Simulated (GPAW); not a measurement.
# CdTe (F-43m) in GPAW: notebook

One crystal, CdTe, is run at these levels: PBEsol, LDA; tasks: relaxation of cell and atoms, single point.

Program: GPAW 26.7.0. These are calculated values, not measurements. Logs are shortened: lines on timing, memory, paths and dates and some standing lists are left out, and cuts for length are marked. The log counts tension as positive stress, the text compression.

**Experimental background.**

From a printed reference work, data compilation, for a bulk crystal of CdTe at 0 K: band gap 1.607 eV.

The results are compared with them further down.

## 1. Starting point

It takes space group F-43m (No. 216, cubic). Conventional cell: a = 6.410 Å, b = 6.410 Å, c = 6.410 Å, α = 90.00°, β = 90.00°, γ = 90.00°. Around Te (site symmetry -43m) lie 4 Cd at 2.78 Å. Cd (site symmetry -43m) is surrounded by 4 Te at 2.78 Å.

## 2. Relaxation of cell and atoms, PBEsol, target pressure 5 GPa, at which the enthalpy is minimised

run.py

```python
from ase import Atoms
from ase.filters import FrechetCellFilter
from ase.io import write
from ase.optimize import BFGS
from ase.units import GPa
from gpaw import GPAW, PW, setup_paths

setup_paths.insert(0, '.')

atoms = Atoms(['Te', 'Cd'],
              cell=[[0.0, 3.205, 3.205],
                    [3.205, 0.0, 3.205],
                    [3.205, 3.205, 0.0]],
              scaled_positions=[[0.75, 0.75, 0.75],
                                [0.0, 0.0, 0.0]],
              pbc=True)

calc = GPAW(mode=PW(600),
            xc='PBEsol',
            kpts={'size': (7, 7, 7), 'gamma': True},
            occupations={'name': 'fermi-dirac', 'width': 0.05},
            nbands=18,
            convergence={'density': 1e-05, 'forces': 0.0001},
            maxiter=150,
            txt='gpaw.txt')
atoms.calc = calc
opt = BFGS(FrechetCellFilter(atoms, scalar_pressure=5 * GPa), trajectory='relax.traj', logfile='-')
done = opt.run(fmax=0.02, steps=60)
calc.write('gs.gpw')
write('result.traj', atoms)
print('Converged:', done)
print('Cell:', atoms.cell.cellpar().round(4))
print('Volume:', round(atoms.get_volume(), 4))
print(atoms.get_scaled_positions().round(5))
```

Potentials or basis: PAW data sets generated in the run's folder for this functional, pw.

The run is started by

```bash
gpaw-setup -f PBEsol Cd Te
OMP_NUM_THREADS=1 python run.py
```

gpaw.txt:

```text
__  _  _
 | _ |_)|_||  |
 |__||  | ||/\| - 26.7.0

Input parameters:
  mode=PW(ecut=600.0),
  convergence={'density': 1e-05, 'forces': 0.0001},
  kpts=MonkhorstPack(size=(7, 7, 7), gamma=True),
  maxiter=150,
  nbands=18,
  occupations=Occupations(name='fermi-dirac', width=0.05),
  xc=XC(name='PBEsol')

Diagonalizing LCAO Hamiltonian
Converting LCAO to pw mode

                      Te

       Cd

Atoms  # Å, Bohr magnetons
|   | symbol |        x |        y |        z |    initial magnetic moments |
|---|--------|----------|----------|----------|-----------------------------|
| 0 |     Te | 4.807500 | 4.807500 | 4.807500 | ( 0.0000,  0.0000,  0.0000) |
| 1 |     Cd | 0.000000 | 0.000000 | 0.000000 | ( 0.0000,  0.0000,  0.0000) |

Unit cell  # Å
| periodic |        x |        y |        z |  lengths |    angles |
|----------|----------|----------|----------|----------|-----------|
|      yes | 0.000000 | 3.205000 | 3.205000 | 4.532554 | 60.000000 |
|      yes | 3.205000 | 0.000000 | 3.205000 | 4.532554 | 60.000000 |
|      yes | 3.205000 | 3.205000 | 0.000000 | 4.532554 | 60.000000 |

Number of symmetries: 24
Symmetry operations  # r_c * U_cc + t_c -> r_c
|    | kind |            matrix            |
|----|------|------------------------------|
|  0 |  E   |  1, 0, 0,  0, 1, 0,  0, 0, 1 |
|  1 |  σ   |  1, 0, 0,  0, 0, 1,  0, 1, 0 |
|  2 |  σ   |  1, 0,-1,  0, 1,-1,  0, 0,-1 |
|  3 |  C3  |  1, 0,-1,  0, 0,-1,  0, 1,-1 |
|  4 |  C3  |  1,-1, 0,  0,-1, 1,  0,-1, 0 |
|  5 |  σ   |  1,-1, 0,  0,-1, 0,  0,-1, 1 |
|  6 |  σ   |  0, 1, 0,  1, 0, 0,  0, 0, 1 |
|  7 |  C3  |  0, 1, 0,  0, 0, 1,  1, 0, 0 |
|  8 |  C2  |  0, 1,-1,  1, 0,-1,  0, 0,-1 |
|  9 |  S4  |  0, 1,-1,  0, 0,-1,  1, 0,-1 |
| 10 |  C3  |  0, 0, 1,  1, 0, 0,  0, 1, 0 |
| 11 |  σ   |  0, 0, 1,  0, 1, 0,  1, 0, 0 |
| 12 |  S4  |  0, 0,-1,  1, 0,-1,  0, 1,-1 |
| 13 |  C3  |  0, 0,-1,  0, 1,-1,  1, 0,-1 |
| 14 |  S4  |  0,-1, 1,  1,-1, 0,  0,-1, 0 |
| 15 |  C2  |  0,-1, 1,  0,-1, 0,  1,-1, 0 |
| 16 |  C3  |  0,-1, 0,  1,-1, 0,  0,-1, 1 |
| 17 |  S4  |  0,-1, 0,  0,-1, 1,  1,-1, 0 |
| 18 |  S4  | -1, 1, 0, -1, 0, 1, -1, 0, 0 |
| 19 |  C3  | -1, 1, 0, -1, 0, 0, -1, 0, 1 |
| 20 |  C3  | -1, 0, 1, -1, 1, 0, -1, 0, 0 |
| 21 |  S4  | -1, 0, 1, -1, 0, 0, -1, 1, 0 |
| 22 |  σ   | -1, 0, 0, -1, 1, 0, -1, 0, 1 |
| 23 |  C2  | -1, 0, 0, -1, 0, 1, -1, 1, 0 |
[... 193 lines left out ...]
Stress tensor  # eV/Ang^3
|         x |         y |         z |
|-----------|-----------|-----------|
| -0.007863 |  0.000000 |  0.000000 |
|  0.000000 | -0.007863 | -0.000000 |
|  0.000000 | -0.000000 | -0.007863 |

Forces  # eV/Ang
|        x |        y |        z |
|----------|----------|----------|
| -0.00000 |  0.00000 |  0.00000 |  # Te   0
|  0.00000 | -0.00000 | -0.00000 |  # Cd   1

Interpolating wave functions to new cell

                      Te

       Cd

Atoms  # Å, Bohr magnetons
|   | symbol |        x |         y |         z |    initial magnetic moments |
|---|--------|----------|-----------|-----------|-----------------------------|
| 0 |     Te | 4.781181 |  4.781181 |  4.781181 | ( 0.0000,  0.0000,  0.0000) |
| 1 |     Cd | 0.000000 | -0.000000 | -0.000000 | ( 0.0000,  0.0000,  0.0000) |

Unit cell  # Å
| periodic |         x |         y |        z |  lengths |    angles |
|----------|-----------|-----------|----------|----------|-----------|
|      yes | -0.000000 |  3.187454 | 3.187454 | 4.507741 | 60.000000 |
|      yes |  3.187454 | -0.000000 | 3.187454 | 4.507741 | 60.000000 |
|      yes |  3.187454 |  3.187454 | 0.000000 | 4.507741 | 60.000000 |

Number of symmetries: 24
Symmetry operations  # r_c * U_cc + t_c -> r_c
|    | kind |            matrix            |
|----|------|------------------------------|
|  0 |  E   |  1, 0, 0,  0, 1, 0,  0, 0, 1 |
|  1 |  σ   |  1, 0, 0,  0, 0, 1,  0, 1, 0 |
|  2 |  σ   |  1, 0,-1,  0, 1,-1,  0, 0,-1 |
|  3 |  C3  |  1, 0,-1,  0, 0,-1,  0, 1,-1 |
|  4 |  C3  |  1,-1, 0,  0,-1, 1,  0,-1, 0 |
|  5 |  σ   |  1,-1, 0,  0,-1, 0,  0,-1, 1 |
|  6 |  σ   |  0, 1, 0,  1, 0, 0,  0, 0, 1 |
|  7 |  C3  |  0, 1, 0,  0, 0, 1,  1, 0, 0 |
|  8 |  C2  |  0, 1,-1,  1, 0,-1,  0, 0,-1 |
|  9 |  S4  |  0, 1,-1,  0, 0,-1,  1, 0,-1 |
| 10 |  C3  |  0, 0, 1,  1, 0, 0,  0, 1, 0 |
| 11 |  σ   |  0, 0, 1,  0, 1, 0,  1, 0, 0 |
| 12 |  S4  |  0, 0,-1,  1, 0,-1,  0, 1,-1 |
| 13 |  C3  |  0, 0,-1,  0, 1,-1,  1, 0,-1 |
| 14 |  S4  |  0,-1, 1,  1,-1, 0,  0,-1, 0 |
| 15 |  C2  |  0,-1, 1,  0,-1, 0,  1,-1, 0 |
| 16 |  C3  |  0,-1, 0,  1,-1, 0,  0,-1, 1 |
| 17 |  S4  |  0,-1, 0,  0,-1, 1,  1,-1, 0 |
| 18 |  S4  | -1, 1, 0, -1, 0, 1, -1, 0, 0 |
| 19 |  C3  | -1, 1, 0, -1, 0, 0, -1, 0, 1 |
| 20 |  C3  | -1, 0, 1, -1, 1, 0, -1, 0, 0 |
| 21 |  S4  | -1, 0, 1, -1, 0, 0, -1, 1, 0 |
| 22 |  σ   | -1, 0, 0, -1, 1, 0, -1, 0, 1 |
| 23 |  C2  | -1, 0, 0, -1, 0, 1, -1, 1, 0 |
[... 193 lines left out ...]
Stress tensor  # eV/Ang^3
|         x |         y |         z |
|-----------|-----------|-----------|
| -0.012988 |  0.000000 |  0.000000 |
|  0.000000 | -0.012988 |  0.000000 |
|  0.000000 |  0.000000 | -0.012988 |

Forces  # eV/Ang
|        x |        y |        z |
|----------|----------|----------|
|  0.00000 |  0.00000 | -0.00000 |  # Te   0
| -0.00000 | -0.00000 | -0.00000 |  # Cd   1

Interpolating wave functions to new cell

                     Te

       Cd

Atoms  # Å, Bohr magnetons
|   | symbol |         x |         y |         z |    initial magnetic moments |
|---|--------|-----------|-----------|-----------|-----------------------------|
| 0 |     Te |  4.695212 |  4.695212 |  4.695212 | ( 0.0000,  0.0000,  0.0000) |
| 1 |     Cd | -0.000000 | -0.000000 | -0.000000 | ( 0.0000,  0.0000,  0.0000) |

Unit cell  # Å
| periodic |        x |         y |         z |  lengths |    angles |
|----------|----------|-----------|-----------|----------|-----------|
|      yes | 0.000000 |  3.130142 |  3.130142 | 4.426689 | 60.000000 |
|      yes | 3.130142 | -0.000000 |  3.130142 | 4.426689 | 60.000000 |
|      yes | 3.130142 |  3.130142 | -0.000000 | 4.426689 | 60.000000 |

Number of symmetries: 24
Symmetry operations  # r_c * U_cc + t_c -> r_c
|    | kind |            matrix            |
|----|------|------------------------------|
|  0 |  E   |  1, 0, 0,  0, 1, 0,  0, 0, 1 |
|  1 |  σ   |  1, 0, 0,  0, 0, 1,  0, 1, 0 |
|  2 |  σ   |  1, 0,-1,  0, 1,-1,  0, 0,-1 |
|  3 |  C3  |  1, 0,-1,  0, 0,-1,  0, 1,-1 |
|  4 |  C3  |  1,-1, 0,  0,-1, 1,  0,-1, 0 |
|  5 |  σ   |  1,-1, 0,  0,-1, 0,  0,-1, 1 |
|  6 |  σ   |  0, 1, 0,  1, 0, 0,  0, 0, 1 |
|  7 |  C3  |  0, 1, 0,  0, 0, 1,  1, 0, 0 |
|  8 |  C2  |  0, 1,-1,  1, 0,-1,  0, 0,-1 |
|  9 |  S4  |  0, 1,-1,  0, 0,-1,  1, 0,-1 |
| 10 |  C3  |  0, 0, 1,  1, 0, 0,  0, 1, 0 |
| 11 |  σ   |  0, 0, 1,  0, 1, 0,  1, 0, 0 |
| 12 |  S4  |  0, 0,-1,  1, 0,-1,  0, 1,-1 |
| 13 |  C3  |  0, 0,-1,  0, 1,-1,  1, 0,-1 |
| 14 |  S4  |  0,-1, 1,  1,-1, 0,  0,-1, 0 |
| 15 |  C2  |  0,-1, 1,  0,-1, 0,  1,-1, 0 |
| 16 |  C3  |  0,-1, 0,  1,-1, 0,  0,-1, 1 |
| 17 |  S4  |  0,-1, 0,  0,-1, 1,  1,-1, 0 |
| 18 |  S4  | -1, 1, 0, -1, 0, 1, -1, 0, 0 |
| 19 |  C3  | -1, 1, 0, -1, 0, 0, -1, 0, 1 |
| 20 |  C3  | -1, 0, 1, -1, 1, 0, -1, 0, 0 |
| 21 |  S4  | -1, 0, 1, -1, 0, 0, -1, 1, 0 |
| 22 |  σ   | -1, 0, 0, -1, 1, 0, -1, 0, 1 |
| 23 |  C2  | -1, 0, 0, -1, 0, 1, -1, 1, 0 |
[... 170 lines left out ...]
|          1 |        -3.880 |     2.000 |
|          2 |        -3.880 |     2.000 |
|          3 |        -3.880 |     2.000 |
|          4 |        -3.529 |     2.000 |
|          5 |        -3.529 |     2.000 |
[... 10 lines left out ...]
|         16 |        14.733 |     0.000 |
|         17 |        14.733 |     0.000 |

Gap: 0.968 eV
Transition (v -> c):
  (s=0, k=0, n=8, [0.00, 0.00, 0.00]) -> (s=0, k=0, n=9, [0.00, 0.00, 0.00])
No difference between direct/indirect transitions

Stress tensor  # eV/Ang^3
|         x |         y |         z |
|-----------|-----------|-----------|
| -0.032911 |  0.000000 |  0.000000 |
|  0.000000 | -0.032911 |  0.000000 |
|  0.000000 |  0.000000 | -0.032911 |

Forces  # eV/Ang
|       x |       y |       z |
|---------|---------|---------|
| 0.00000 | 0.00000 | 0.00000 |  # Te   0
| 0.00000 | 0.00000 | 0.00000 |  # Cd   1

Interpolating wave functions to new cell

                     Te

       Cd

Atoms  # Å, Bohr magnetons
|   | symbol |         x |         y |         z |    initial magnetic moments |
|---|--------|-----------|-----------|-----------|-----------------------------|
| 0 |     Te |  4.702148 |  4.702148 |  4.702148 | ( 0.0000,  0.0000,  0.0000) |
| 1 |     Cd | -0.000000 | -0.000000 | -0.000000 | ( 0.0000,  0.0000,  0.0000) |

Unit cell  # Å
| periodic |        x |         y |         z |  lengths |    angles |
|----------|----------|-----------|-----------|----------|-----------|
|      yes | 0.000000 |  3.134765 |  3.134765 | 4.433227 | 60.000000 |
|      yes | 3.134765 | -0.000000 |  3.134765 | 4.433227 | 60.000000 |
|      yes | 3.134765 |  3.134765 | -0.000000 | 4.433227 | 60.000000 |

Number of symmetries: 24
Symmetry operations  # r_c * U_cc + t_c -> r_c
|    | kind |            matrix            |
|----|------|------------------------------|
|  0 |  E   |  1, 0, 0,  0, 1, 0,  0, 0, 1 |
|  1 |  σ   |  1, 0, 0,  0, 0, 1,  0, 1, 0 |
|  2 |  σ   |  1, 0,-1,  0, 1,-1,  0, 0,-1 |
|  3 |  C3  |  1, 0,-1,  0, 0,-1,  0, 1,-1 |
|  4 |  C3  |  1,-1, 0,  0,-1, 1,  0,-1, 0 |
|  5 |  σ   |  1,-1, 0,  0,-1, 0,  0,-1, 1 |
|  6 |  σ   |  0, 1, 0,  1, 0, 0,  0, 0, 1 |
|  7 |  C3  |  0, 1, 0,  0, 0, 1,  1, 0, 0 |
|  8 |  C2  |  0, 1,-1,  1, 0,-1,  0, 0,-1 |
|  9 |  S4  |  0, 1,-1,  0, 0,-1,  1, 0,-1 |
| 10 |  C3  |  0, 0, 1,  1, 0, 0,  0, 1, 0 |
| 11 |  σ   |  0, 0, 1,  0, 1, 0,  1, 0, 0 |
| 12 |  S4  |  0, 0,-1,  1, 0,-1,  0, 1,-1 |
| 13 |  C3  |  0, 0,-1,  0, 1,-1,  1, 0,-1 |
| 14 |  S4  |  0,-1, 1,  1,-1, 0,  0,-1, 0 |
| 15 |  C2  |  0,-1, 1,  0,-1, 0,  1,-1, 0 |
| 16 |  C3  |  0,-1, 0,  1,-1, 0,  0,-1, 1 |
| 17 |  S4  |  0,-1, 0,  0,-1, 1,  1,-1, 0 |
| 18 |  S4  | -1, 1, 0, -1, 0, 1, -1, 0, 0 |
| 19 |  C3  | -1, 1, 0, -1, 0, 0, -1, 0, 1 |
| 20 |  C3  | -1, 0, 1, -1, 1, 0, -1, 0, 0 |
| 21 |  S4  | -1, 0, 1, -1, 0, 0, -1, 1, 0 |
| 22 |  σ   | -1, 0, 0, -1, 1, 0, -1, 0, 1 |
| 23 |  C2  | -1, 0, 0, -1, 0, 1, -1, 1, 0 |
[... 173 lines left out ...]
|          5 |        -3.565 |     2.000 |
[... 10 lines left out ...]
|         16 |        14.682 |     0.000 |
|         17 |        14.682 |     0.000 |

Gap: 0.954 eV
Transition (v -> c):
  (s=0, k=0, n=8, [0.00, 0.00, 0.00]) -> (s=0, k=0, n=9, [0.00, 0.00, 0.00])
No difference between direct/indirect transitions

Stress tensor  # eV/Ang^3
|         x |         y |         z |
|-----------|-----------|-----------|
| -0.031103 |  0.000000 | -0.000000 |
|  0.000000 | -0.031103 | -0.000000 |
| -0.000000 | -0.000000 | -0.031103 |

Forces  # eV/Ang
|        x |        y |        z |
|----------|----------|----------|
| -0.00000 | -0.00000 |  0.00000 |  # Te   0
|  0.00000 |  0.00000 | -0.00000 |  # Cd   1

# Writing to gs.gpw (mode='')
```

Wall time 55 s (1 thread of Arm Neoverse V2, shared host); peak memory 0.22 GiB.

What came out:

```yaml
Free_energy: -5.6764 eV
Relaxed_volume: 30.80 Å³/atom
Relaxed_cell: a = 4.433 Å, b = 4.433 Å, c = 4.433 Å, α = 60.00°, β = 60.00°, γ = 60.00°
Space_group_after_relaxing_to_0.05_Å: F-43m (No. 216)
Energy_change_on_relaxing_the_enthalpy_is_what_falls: +40.0 meV/atom
Ionic_steps: 4
Pressure_after_relaxing: 5.0 GPa
Band_gap_on_the_k_mesh: 0.95 eV, direct
```

The path:
| step | energy change (eV) | largest force (eV/Å) | pressure (GPa) | volume (Å³) |
| --- | --- | --- | --- | --- |
| 1 | 0.0000 | 0.0000 | 1.26 | 65.84 |
| 2 | 0.0113 | 0.0000 | 2.08 | 64.77 |
| 3 | 0.0886 | 0.0000 | 5.27 | 61.34 |
| 4 | 0.0799 | 0.0000 | 4.98 | 61.61 |

Final structure:
```
Te Cd
1.0
     0.00000    3.13477    3.13477
     3.13477    0.00000    3.13477
     3.13477    3.13477    0.00000
Te Cd
1 1
Cartesian
  4.7021 4.7021 4.7021
  0.0000 0.0000 0.0000
```

Caveat: later steps reuse the first step's grids; spin-orbit coupling is left out, which moves the levels of the heavy elements. A hybrid or GW would open this gap; PBEsol tends to underestimate it.

[end of part 1 of 2]
